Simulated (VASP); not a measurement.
CaO: single point with PBE

CaO:

```
Ca O
1.0
     2.81698    0.00000    0.00000
     0.00000    2.90321    0.00000
     0.00000    0.00000    2.90321
Ca O
1 1
Direct
  0.00000 0.00000 0.00000
  0.50000 0.50000 0.50000
```

The cell was built by a generator and needn't be a form met in nature.

The cell isn't the ideal one: uniaxial_x strain -3.0%.

```
Program                : VASP 6.6.1
Task                   : single point
Functional             : PBE
Potentials or basis    : VASP PAW PBE potentials, release 64 (Ca_sv, O)
Cutoff                 : 520 eV
k mesh                 : 8 × 8 × 8
Occupations            : fermi-dirac, width 0.02 eV
Spin                   : no spin polarisation
Dipole correction      : no
Further INCAR settings : ALGO = Normal; EDIFF = 1e-07; NBANDS = 15
```

The pressure is 8.4 GPa. The band gap on the k mesh is 2.56 eV, indirect (least direct gap 2.83 eV).

Stress tensor (GPa, compression positive):
```
16.48  0.00  0.00
 0.00  4.29  0.00
 0.00  0.00  4.29
```

Levels at points of the mesh, in eV from the valence-band top:
```csv
k point,band 6,band 7,band 8,band 9,band 10,band 11
"(0.00, 0.00, 0.00)",-0.56,-0.56,-0.27,2.56,2.57,5.42
"(0.50, 0.00, 0.00)",-4.05,-1.09,-1.09,3.74,7.43,7.97
"(0.00, 0.50, 0.00)",-4.07,-1.15,-0.77,3.52,7.08,8.25
"(0.50, 0.50, 0.00)",-2.35,-2.26,-0.24,3.87,4.51,6.26
"(0.00, 0.50, 0.50)",-2.33,-2.33,0.00,3.61,4.97,6.74
"(0.50, 0.50, 0.50)",-3.75,-3.75,-3.72,7.87,7.87,8.16
```

Wall time 14 s on 1 thread of Intel(R) Xeon(R) Platinum 8488C (Sapphire Rapids), on a shared host, peak memory 0.15 GiB.

A k mesh can miss the band edges.
